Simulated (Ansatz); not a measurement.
```yaml
crystal:
  lattice:
    - [0.00000, 3.03392, 3.03392]
    - [3.03392, 0.00000, 3.03392]
    - [3.03392, 3.03392, 0.00000]
  atoms:
    - { symbol: Sb, position: [0.75000, 0.75000, 0.75000] }
    - { symbol: Al, position: [0.00000, 0.00000, 0.00000] }
```

No spin polarisation.

All numbers come from PBE/PAW in Ansatz (a first-principles code), no spin-orbit coupling, earlier PAW set. Γ-centred 13×13×13 mesh, Fermi–Dirac width 0.05 eV.

Predict the gap character.

Indirect, Γ → Γ–X (92 % along).

Predict the electron mass.

2.9 mₑ along k, 0.22 mₑ across (off the special points).

With Sb present, leaving out spin-orbit coupling can change the band edges. Load acts through the strain it causes; cell and atoms are relaxed under it. Effective masses come from finite differences of ±0.01 Å⁻¹. Along k means along the line from Γ to the band edge. Stability against distortions was not tested. Tetrahedral semiconductors of this kind turn to denser phases somewhere between about 1 and 50 GPa; those were not computed, so compressed cells here can lie past the real transition. The cell was made from AlSb in the zinc blende structure (space group F-43m, No. 216) by this change: pressure 4.5 GPa.
